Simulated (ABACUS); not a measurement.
# Ge (Fd-3m) in ABACUS: further runs, part 2 of 2

ABACUS 3.10.1. Earlier steps stand in the parts before.

**4. Equation of state, PBEsol, 21.28 Å³/atom (volume scaled by 0.94)**

File INPUT:

```
INPUT_PARAMETERS
suffix              Ge
calculation         scf
basis_type          pw
pseudo_dir          ./
symmetry            1
dft_functional      pbesol
ecutwfc             55
pseudo_rcut         10
nspin               1
nbands              18
ks_solver           dav
smearing_method     fd
smearing_sigma      0.00367493
scf_thr             1e-08
scf_nmax            100
mixing_type         broyden
mixing_beta         0.7
cal_force           1
cal_stress          1
ecutrho             440
kpar                4
```

File STRU:

```
ATOMIC_SPECIES
Ge 72.6300 ge_pbe_v1.4.uspp.F.UPF

LATTICE_CONSTANT
1.8897261246

LATTICE_VECTORS
0.0000000000 2.7711609388 2.7711609388
2.7711609388 0.0000000000 2.7711609388
2.7711609388 2.7711609388 0.0000000000

ATOMIC_POSITIONS
Direct

Ge
0.0
2
0.7500000000 0.7500000000 0.7500000000 1 1 1
0.5000000000 0.5000000000 0.5000000000 1 1 1
```

File KPT:

```
K_POINTS
0
Gamma
6 6 6 0 0 0
```

Potentials or basis: SSSP 1.3 efficiency PBE, plane waves.

The run is started by

```sh
OMP_NUM_THREADS=1 mpirun -np 4 abacus > log
```

running log:

```text
ABACUS v3.10.1

               Atomic-orbital Based Ab-initio Computation at UStc

 ------------------------------------------------------------------------------------

 READING GENERAL INFORMATION
                           global_out_dir = OUT.Ge/
                           global_in_card = INPUT
                               pseudo_dir = ./
                              orbital_dir =
                                    DSIZE = 4
                                    GSIZE = 1

 READING UNITCELL INFORMATION
                                    ntype = 1
                  lattice constant (Bohr) = 1.88973
              lattice constant (Angstrom) = 1

 READING ATOM TYPE 1
                               atom label = Ge
                      L=0, number of zeta = 1
                      L=1, number of zeta = 1
                      L=2, number of zeta = 1
             number of atom for this type = 2

                        TOTAL ATOM NUMBER = 2
DIRECT COORDINATES
    atom                   x                   y                   z     mag                  vx                  vy                  vz
taud_Ge1            0.7500000000        0.7500000000        0.7500000000  0.0000        0.0000000000        0.0000000000        0.0000000000
taud_Ge2            0.5000000000        0.5000000000        0.5000000000  0.0000        0.0000000000        0.0000000000        0.0000000000

                          Volume (Bohr^3) = 287.218
                             Volume (A^3) = 42.5613

 Lattice vectors: (Cartesian coordinate: in unit of a_0)
                   +0            +2.77116            +2.77116
             +2.77116                  +0            +2.77116
             +2.77116            +2.77116                  +0
 Reciprocal vectors: (Cartesian coordinate: in unit of 2 pi/a_0)
             -0.18043            +0.18043            +0.18043
             +0.18043            -0.18043            +0.18043
             +0.18043            +0.18043            -0.18043
 The esolver type has been set to : ksdft_pw

                PAO radial cut off (Bohr) = 10

 Read in pseudopotential file is ge_pbe_v1.4.uspp.F.UPF
[... 194 lines left out ...]

 -------------------------------------------
 SELF-CONSISTENT
 -------------------------------------------
                                 init_chg = atomic

 PW ALGORITHM --------------- ION=   1  ELEC=   1--------------------------------

 Notice: Threshold on eigenvalues was too large.
 hsover_error=0.28 > DRHO=0.040377
 Origin diag ethr = 0.01
 New diag ethr = 0.000144204

 Density error is 0.0409471832341
                          Error Threshold = 0.000144203583283
----------------------------------------------------------
     Energy           Rydberg                 eV
----------------------------------------------------------
 E_KohnSham     -426.1095890281      -5797.5183832203
 E_Harris       -426.1810137482      -5798.4901663921
 E_Fermi        0.6640225167         9.0344898280
----------------------------------------------------------
[... 51 lines left out ...]
 Density error is 9.70088993713e-09
                          Error Threshold = 4.71184079283e-10
----------------------------------------------------------
     Energy           Rydberg                 eV
----------------------------------------------------------
 E_KohnSham     -426.1107391254      -5797.5340310970
 E_KS(sigma->0) -426.1107147876      -5797.5336999639
 E_Harris       -426.1095239685      -5797.5174980394
 E_band         -20.7206531267       -281.9189488047
 E_one_elec     -271.2490021589      -3690.5320061753
 E_Hartree      162.2120473412       2207.0081280864
 E_xc           -115.4571993763      -1570.8757866395
 E_Ewald        -201.6165362558      -2743.1337041023
 E_entropy(-TS) -0.0000486756        -0.0006622662
 E_descf        0.0000000000         0.0000000000
 E_exx          0.0000000000         0.0000000000
 E_Fermi        0.6855221471         9.3270073057
----------------------------------------------------------

 charge density convergence is achieved
 final etot is -5797.5340311 eV
 EFERMI = 9.3270073057 eV

 STATE ENERGY(eV) AND OCCUPATIONS    NSPIN == 1
 1/4 kpoint (Cartesian) = 0.0000 0.0000 0.0000 (1989 pws)
       1       -15.5771     0.00925926
       2       -15.5771     0.00925926
       3       -15.5771     0.00925926
       4       -15.5356     0.00925926
       5       -15.5356     0.00925926
       6       -15.2852     0.00925926
[... 59 lines left out ...]
       6       -15.3226      0.0370370
[... 10 lines left out ...]
      17        12.9183    2.37085e-33
      18        16.1733    1.26707e-61

------------------------------------------------------------------------------------------
 TOTAL-FORCE (eV/Angstrom)
------------------------------------------------------------------------------------------
                       Ge1         0.0000000000         0.0000000000         0.0000000000
                       Ge2         0.0000000000         0.0000000000         0.0000000000
------------------------------------------------------------------------------------------

----------------------------------------------------------------
 TOTAL-STRESS (KBAR)
----------------------------------------------------------------
        55.8430720886         0.0000000000        -0.0000000000
         0.0000000000        55.8430720886         0.0000000000
         0.0000000000         0.0000000000        55.8430720886
----------------------------------------------------------------
 TOTAL-PRESSURE: 55.843072 KBAR

 --------------------------------------------
 !FINAL_ETOT_IS -5797.5340310969841084 eV
 --------------------------------------------
```

stdout:

```text
ABACUS v3.10.1

               Atomic-orbital Based Ab-initio Computation at UStc

 dft_functional readin is: pbesol
 dft_functional in pseudopot file is: PBE
 Please make sure this is what you need

[... 31 lines left out ...]
 DA5     -5.79753403e+03  -1.21085093e-05   1.3193e-07   0.55
 DA6     -5.79753403e+03  -4.55779876e-07   9.7009e-09   0.57
----------------------------------------------------------------
 TOTAL-STRESS (KBAR)
----------------------------------------------------------------
        55.8430720886         0.0000000000        -0.0000000000
         0.0000000000        55.8430720886         0.0000000000
         0.0000000000         0.0000000000        55.8430720886
----------------------------------------------------------------
 TOTAL-PRESSURE: 55.843072 KBAR
```

It took 9.8 s on 4 MPI ranks of Intel Xeon 6975P-C (Granite Rapids), shared host; peak memory 0.88 GiB.

What came out:

* Free energy: -5797.5340 eV
* Pressure: 5.6 GPa
* Band gap on the k mesh: 0.30 eV, indirect (least direct gap 0.52 eV)

Caveat: the potentials were made for another functional, which shifts forces and pressure.

**5. Equation of state, PBEsol, 22.19 Å³/atom (volume scaled by 0.98)**

INPUT is that of step 4.

File STRU:

```
ATOMIC_SPECIES
Ge 72.6300 ge_pbe_v1.4.uspp.F.UPF

LATTICE_CONSTANT
1.8897261246

LATTICE_VECTORS
0.0000000000 2.8099234548 2.8099234548
2.8099234548 0.0000000000 2.8099234548
2.8099234548 2.8099234548 0.0000000000

ATOMIC_POSITIONS
Direct

Ge
0.0
2
0.7500000000 0.7500000000 0.7500000000 1 1 1
0.5000000000 0.5000000000 0.5000000000 1 1 1
```

KPT is that of step 4.

The run is started by

```sh
OMP_NUM_THREADS=1 mpirun -np 4 abacus > log
```

Run time: 10 s. Hardware: 4 MPI ranks of Intel Xeon 6975P-C (Granite Rapids), shared host; peak memory 0.92 GiB.

The run converged. Its results:

| Item | Value |
| --- | --- |
| Free energy | -5797.5752 eV |
| Pressure | 2.1 GPa |
| Band gap on the k mesh | 0.13 eV, direct |

Caveat: the potentials were made for another functional, which shifts forces and pressure.

**6. Equation of state, PBEsol, 23.09 Å³/atom (volume scaled by 1.02)**

INPUT is that of step 5.

File STRU:

```
ATOMIC_SPECIES
Ge 72.6300 ge_pbe_v1.4.uspp.F.UPF

LATTICE_CONSTANT
1.8897261246

LATTICE_VECTORS
0.0000000000 2.8476450493 2.8476450493
2.8476450493 0.0000000000 2.8476450493
2.8476450493 2.8476450493 0.0000000000

ATOMIC_POSITIONS
Direct

Ge
0.0
2
0.7500000000 0.7500000000 0.7500000000 1 1 1
0.5000000000 0.5000000000 0.5000000000 1 1 1
```

KPT is that of step 5.

Potentials or basis: SSSP 1.3 efficiency PBE, plane waves.

The run is started by

```sh
OMP_NUM_THREADS=1 mpirun -np 4 abacus > log
```

Wall time 11 s (4 MPI ranks of Intel Xeon 6975P-C (Granite Rapids), shared host); peak memory 0.96 GiB.

Results (log left out):

```
Free energy            : -5797.5827 eV
Pressure               : -0.5 GPa
Band gap on the k mesh : none (metal or under the smearing width)
```

Caveat: the potentials were made for another functional, which shifts forces and pressure.

**7. Equation of state, PBEsol, 24.00 Å³/atom (volume scaled by 1.06)**

INPUT is that of step 6.

File STRU:

```
ATOMIC_SPECIES
Ge 72.6300 ge_pbe_v1.4.uspp.F.UPF

LATTICE_CONSTANT
1.8897261246

LATTICE_VECTORS
0.0000000000 2.8843929095 2.8843929095
2.8843929095 0.0000000000 2.8843929095
2.8843929095 2.8843929095 0.0000000000

ATOMIC_POSITIONS
Direct

Ge
0.0
2
0.7500000000 0.7500000000 0.7500000000 1 1 1
0.5000000000 0.5000000000 0.5000000000 1 1 1
```

KPT is that of step 6.

The run is started by

```sh
OMP_NUM_THREADS=1 mpirun -np 4 abacus > log
```

Wall time 12 s (4 MPI ranks of Intel Xeon 6975P-C (Granite Rapids), shared host); peak memory 1 GiB.

The run converged. Its results:

```
Free energy            : -5797.5627 eV
Pressure               : -2.7 GPa
Band gap on the k mesh : none (metal or under the smearing width)
```

Caveat: the potentials were made for another functional, which shifts forces and pressure.

**8. Equation of state, PBEsol**

No new run: the results of the series are fitted here.

What came out:

```yaml
Equilibrium_volume: 22.86 Å³/atom
Bulk_modulus: 64 GPa
Pressure_derivative_of_the_bulk_modulus: "4.2 (rough: it moves with the points fitted)"
```

Energy against volume, from the lowest point:
```
volume (Å³/atom)  energy (meV/atom)
          21.281              24.32
          22.186               3.74
          23.092               0.00
          23.997               9.97
```

Caveat: the potentials were made for another functional, which shifts forces and pressure.

**9. How close it comes**

Step 2. A measured gap of Ge is 0.744 eV (indirect; 0 K; “Temperature-dependent photoluminescence in Ge: experiment and theory”, 2020, arxiv:2003.00143); the calculated 0.20 eV misses it by -0.55 eV. 3 values of this kind are on record (0.666 to 0.807 eV); this one was drawn at random among those near their median. Spin-orbit coupling on Ge is left out. The value is that of RPBE, without temperature or zero-point motion. Semilocal functionals fall short of measured gaps as a rule.

Step 8. Measured bulk modulus of Ge: 75.8 GPa (quoted in “Sub-monolayer structures of Ag overlayers on Ge(111): experimental observations and first-principles study”, 2019, arxiv:1908.00180). This calculation gives 64 GPa (-15.2 %). The fit is for a static lattice scaled at fixed shape and fixed fractional positions.
